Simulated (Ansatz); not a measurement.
# Cd: the cost of one run

Computed with Ansatz 0.2.0 (DFT PBE, scalar-relativistic, plane waves, PAW, unless a step's input says otherwise).

## Step 1: The system as given

The structure is cubic, space group P2_13 (No. 198). The conventional cell has a = 4.648 Å, b = 4.648 Å, c = 4.648 Å, α = 90.00°, β = 90.00°, γ = 90.00°. Cd (site symmetry 3) has 12 Cd at 3.11 to 3.50 Å as nearest neighbours.

Structure file:

```cif
data_structure
_symmetry_space_group_name_H-M 'P2_13'
_symmetry_Int_Tables_number 198
_cell_length_a 4.6480
_cell_length_b 4.6480
_cell_length_c 4.6480
_cell_angle_alpha 90.000
_cell_angle_beta 90.000
_cell_angle_gamma 90.000
_cell_volume 100.41
loop_
_atom_site_label
_atom_site_type_symbol
_atom_site_symmetry_multiplicity
_atom_site_Wyckoff_symbol
_atom_site_fract_x
_atom_site_fract_y
_atom_site_fract_z
_atom_site_occupancy
Cd1 Cd 4 a 0.03000 0.03000 0.03000 1
```

This is candidate A: N type (P2_13, No. 198).

(A quick probe on a coarse mesh, which set the mesh and smearing, is not shown.)

## Step 3: Full relaxation (candidate A)

Contents of input.yaml:

```yaml
crystal:
  lattice:
    - [4.6479749757, 0.0, 0.0]
    - [0.0, 4.6479749757, 0.0]
    - [0.0, 0.0, 4.6479749757]
  atoms:
    - { symbol: Cd, position: [0.03, 0.03, 0.03] }
    - { symbol: Cd, position: [0.47, 0.97, 0.53] }
    - { symbol: Cd, position: [0.53, 0.47, 0.97] }
    - { symbol: Cd, position: [0.97, 0.53, 0.47] }
basis:
  ecutwfc: 420
kpoints:
  mp_grid: { grid: [10, 10, 10] }
hamiltonian:
  xc: pbe
scf:
  occupations: { method: gaussian, width: 0.1 }
output:
  forces: true
  stress: true
  eigenvalues: true
relax:
  adjacent_minimum: "off"
  f_tol: 0.01
  max_steps: 80
  cell: { stress_tol: 0.05 }
```

Q: Estimate wall time and peak memory on 1 thread of an Arm CPU, shared host.

About 3.4 min, with a peak of 0.49 GiB.
